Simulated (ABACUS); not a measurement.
**BeTe under changes of volume**

One of the cells (21.254 Å³/atom); the others are scaled copies at fixed shape and fractional positions:

```xyz
2
Lattice="0.0000 2.7700 2.7700 2.7700 0.0000 2.7700 2.7700 2.7700 0.0000" Properties=species:S:1:pos:R:3 pbc="T T T"
Te    4.1550    4.1550    4.1550
Be    0.0000    0.0000    0.0000
```

| Property | Result |
| --- | --- |
| Program | ABACUS 3.10.1 |
| Functional | PBEsol |
| Potentials or basis | PseudoDojo NC SR 0.4.1 PBEsol standard |
| Cutoff | 1211 eV |
| Density cutoff | 4844 eV |
| Basis | plane waves |
| k mesh | 8 × 8 × 8 |
| Occupations | fermi-dirac, width 0.05 eV |
| Spin | no spin polarisation |

| volume (Å³/atom) | energy over the lowest point (meV/atom) | pressure (GPa) | gap on the mesh (eV) |
| --- | --- | --- | --- |
| 19.979 | 43.56 | 7.3 | 1.58 |
| 20.404 | 26.62 | 5.5 | 1.64 |
| 20.829 | ? | ? | ? |
| 21.254 | 5.86 | 2.4 | 1.75 |
| 21.679 | 1.25 | 1.1 | 1.80 |
| 22.104 | 0.00 | -0.1 | 1.85 |
| 22.529 | 1.82 | -1.2 | 1.90 |

Question: What does the run at 20.829 Å³/atom give?

Answer: Energy over the lowest point 14.20 meV/atom; pressure 3.9 GPa; gap on the mesh 1.70 eV.

Worked out: A Birch-Murnaghan fit of order 3 (a polynomial in V^(-2/3)) to the other rows has its minimum at 22.06 Å³/atom with B0 = V·E''(V) = 61 GPa and B' = 4.0. It gives 14.19 meV/atom at 20.829 Å³/atom, against the run's 14.20, and -dE/dV = 3.9 GPa, against 3.9. A straight line through the other rows of the gap, of slope 2.65 eV per unit of ln V, gives 1.69 eV, against the run's 1.70.

Energies are extrapolated to zero smearing.

Caveats: spin-orbit coupling is left out, which moves the levels of the heavy elements.

A mesh can miss the band edges.
